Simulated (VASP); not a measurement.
## Ti: equation of state with r2SCAN

Crystal: Ti.

```
Ti
1.0
     2.93655    0.00000    0.00000
    -1.46828    2.54313    0.00000
     0.00000    0.00000    4.64871
Ti
2
Cartesian
  1.4683 0.8477 3.4865
  0.0000 1.6954 1.1622
```

```
Program             : VASP 6.6.1
Task                : equation of state
Functional          : r2SCAN
Potentials or basis : VASP PAW PBE potentials, release 64 (Ti_sv)
Cutoff              : 520 eV
k mesh              : 8 × 8 × 6
Occupations         : fermi-dirac, width 0.05 eV
Spin                : no spin polarisation
```

| Item | Value |
| --- | --- |
| Equilibrium volume | 17.37 Å³/atom |
| Bulk modulus at fixed shape and positions | 117 GPa |
| Pressure derivative of the bulk modulus | 3.5 (rough: it moves with the points fitted) |

Energy against volume, from the lowest point:
```
volume (Å³/atom)  energy (meV/atom)
          16.664              11.24
          17.011               2.83
          17.358               0.00
          17.706               2.29
          18.053               9.24
```

All runs of the series together: 4.9 min on 1 thread of Intel(R) Xeon(R) Platinum 8488C (Sapphire Rapids), with other jobs on the host.

Caveat: the cell was scaled at fixed shape and fractional positions, which overstates the stiffness of a crystal with free parameters, most of all of layers and chains; the PAW data sets were made with another functional, which shifts forces and pressure a little.
